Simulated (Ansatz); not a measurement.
# Rh (Fm-3m): cell relaxations under several functionals, by script

Aim: cell relaxations under several functionals, for Rh (Fm-3m), run from a script.

The COD entry's cell or inner coordinates are ideal or old and differ from later refinements, so a difference from it is no clean test against experiment.

All numbers are computed with Ansatz 0.2.0, driven from Python. The levels of theory stand in the script.

## (1) The structure

Symmetry: Fm-3m, No. 225, cubic system. Conventional cell: a = 3.796 Å, b = 3.796 Å, c = 3.796 Å, α = 90.00°, β = 90.00°, γ = 90.00°. Rh (site symmetry m-3m) has 12 Rh at 2.68 Å as nearest neighbours.

The script holds or builds the structure itself.

## (2) Script

File lattice_rh.py:

```python
'''How the lattice of Rh depends on the functional.'''

import ansatz as az
import numpy as np

def edges_and_angles(cell):
    cell = np.asarray(cell)
    a, b, c = np.linalg.norm(cell, axis=1)
    cosines = cell[1] @ cell[2] / (b * c), cell[0] @ cell[2] / (a * c), cell[0] @ cell[1] / (a * b)
    return (a, b, c, *np.degrees(np.arccos(cosines)))

vectors = np.array([
    [0.0, 1.89785, 1.89785],
    [1.89785, 0.0, 1.89785],
    [1.89785, 1.89785, 0.0],
])
rh = az.Lattice.of(vectors).atom('Rh', [0.0, 0.0, 0.0])

job = (
    rh.calculation()
    .kpoints(11, center='gamma')
    .occupations(az.OccupationsMethod.COLD, width=0.05)
    .relax(cell=True)
)

levels = [('r2scan', 'd4'), ('rpbe', 'none'), ('pbe', 'd3bj'), ('lda', 'none')]
print('level            a       b       c    alpha   beta  gamma  V/atom  steps')
for name, dispersion in levels:
    seen = []
    run = job.functional(name, dispersion=dispersion).session().plan()
    res = run.execute(on_event=lambda e: seen.append(e) if e['event'] == 'relax_step' else None)
    cell = res.lattice.cell_ang
    label = name if dispersion == 'none' else f'{name}+{dispersion}'
    print('{:13s} {:7.4f} {:7.4f} {:7.4f} {:6.2f} {:6.2f} {:6.2f}'.format(label, *edges_and_angles(cell)), f'{abs(np.linalg.det(cell)) / len(res.lattice.sites):7.3f} {len(seen):5d}')
```

## (3) The calls as engine input

The package turns the script's settings into the engine's input (first run):

```yaml
crystal:
  lattice:
    - [0.0, 1.89785, 1.89785]
    - [1.89785, 0.0, 1.89785]
    - [1.89785, 1.89785, 0.0]
  atoms:
    - { symbol: Rh, position: [0.0, 0.0, 0.0] }
kpoints:
  mp_grid:
    grid: [11, 11, 11]
    shift: [0.0, 0.0, 0.0]
hamiltonian:
  xc: r2scan
  dispersion: d4
scf:
  occupations:
    method: cold
    width: 0.05
relax:
  cell: {}
```

## (4) Launch

Command:

```console
> python lattice_rh.py
```

Output:

```text
level            a       b       c    alpha   beta  gamma  V/atom  steps
DeckWarning: basis.ecutwfc = 500 eV, auto-derived from the records' recommended cutoffs: set by Rh (their level for a meta-GGA)
r2scan+d4      2.6796  2.6796  2.6796  60.00  60.00  60.00  13.605     4
DeckWarning: basis.ecutwfc = 420 eV, auto-derived from the records' recommended cutoffs: set by Rh (normal level)
rpbe           2.7261  2.7261  2.7261  60.00  60.00  60.00  14.325     6
pbe+d3bj       2.6834  2.6834  2.6834  60.00  60.00  60.00  13.663     4
lda            2.6554  2.6554  2.6554  60.00  60.00  60.00  13.240     5
```

(Warnings from the package without file and line.)

Wall time 12 s (1 thread of Arm Neoverse V2, shared host); peak memory 0.38 GiB.

## (5) The engine's runs

From the records of these 4 runs:

```
run  functional  dispersion  energy (eV/atom)  final volume (Å³/atom)  pressure (GPa)  SCF cycles in all  CPU time (s)
  1      r2scan          d4        -6415.5465                   13.60           -0.01                 24           4.5
  2        rpbe        none        -6410.3632                   14.33           -0.02                 28           2.6
  3         pbe        d3bj        -6403.5202                   13.66            0.00                 14           1.6
  4         lda        none        -6278.6348                   13.24           -0.05                 24           2.1
```

Energies are free energies F = E - TS of the smeared occupations. Totals under unlike functionals or potentials can't be compared directly.

## (6) The relaxation of run 1, step by step

Relaxation path:

```
step  E - E(step 1) (eV/cell)  largest force component (eV/Å)  pressure (GPa)  volume (Å³)
   1                   0.0000                          0.0000           -1.42        13.67
   2                  -0.0001                          0.0000            1.22        13.55
   3                  -0.0003                          0.0000           -0.01        13.60
   4                  -0.0003                          0.0000           -0.01        13.60
```

Step 1 is the start. Step 4 repeats the geometry before it on a plane-wave basis chosen anew for that cell, so its energy need not be comparable with the rows above.

Lengths and angles in the start's conventional setting:

|  | before | after | change |
| --- | --- | --- | --- |
| a (Å) | 3.796 | 3.789 | -0.2 % |
| b (Å) | 3.796 | 3.789 | -0.2 % |
| c (Å) | 3.796 | 3.789 | -0.2 % |
| volume (Å³/atom) | 13.67 | 13.60 | -0.5 % |
| shortest distance (Å) | 2.684 | 2.680 | -0.2 % |
| space group (0.01 Å) | Fm-3m | Fm-3m | same |

Forces and stress were held to the start's 48 operations: a distortion of lower symmetry was not tested.

## (7) Path of the relaxation of run 4

The steps of the relaxation:

| step | E - E(step 1) (eV/cell) | largest force component (eV/Å) | pressure (GPa) | volume (Å³) |
| --- | --- | --- | --- | --- |
| 1 | 0.0000 | 0.0000 | -9.38 | 13.67 |
| 2 | -0.0027 | 0.0000 | 9.65 | 12.87 |
| 3 | -0.0133 | 0.0000 | -0.58 | 13.26 |
| 4 | -0.0134 | 0.0000 | -0.03 | 13.24 |
| 5 | -0.0131 | 0.0000 | -0.05 | 13.24 |

Step 1 is the start. Step 5 repeats the geometry before it on a plane-wave basis chosen anew for that cell, so its energy need not be comparable with the rows above.

Lengths and angles in the start's conventional setting:

|  | before | after | change |
| --- | --- | --- | --- |
| a (Å) | 3.796 | 3.755 | -1.1 % |
| b (Å) | 3.796 | 3.755 | -1.1 % |
| c (Å) | 3.796 | 3.755 | -1.1 % |
| volume (Å³/atom) | 13.67 | 13.24 | -3.2 % |
| shortest distance (Å) | 2.684 | 2.655 | -1.1 % |
| space group (0.01 Å) | Fm-3m | Fm-3m | same |

Forces and stress were held to the start's 48 operations: a distortion of lower symmetry was not tested.

## (8) Summary of results

```
      quantity                                value
 runs compared                                    4
relaxed volume  13.24 (lda) to 14.33 Å³/atom (rpbe)
```

**Reading.** From smallest to largest: LDA (13.24 Å³ an atom, -3.2 % against the start), r2SCAN+D4 (13.60 Å³ an atom, -0.5 % against the start), PBE+D3BJ (13.66 Å³ an atom, -0.1 % against the start) and RPBE (14.33 Å³ an atom, +4.8 % against the start). The spread is 8.2 % in volume. In run 1, over 2 moves the cell shrank by 0.5 % in volume, and the space group stayed Fm-3m. In run 4, over 3 moves the cell shrank by 3.2 % in volume, and the space group stayed Fm-3m. What to keep in mind:
- The mesh is modest for a metal, so energies can be off by several to tens of meV an atom and pressures by half a GPa or more; differences at equal mesh fare better.
- Edges and angles that the script prints are those of the cell as typed, here a primitive one.
- Of the deposited cell: the entry's cell lengths or inner coordinates differ somewhat from later room-temperature determinations.
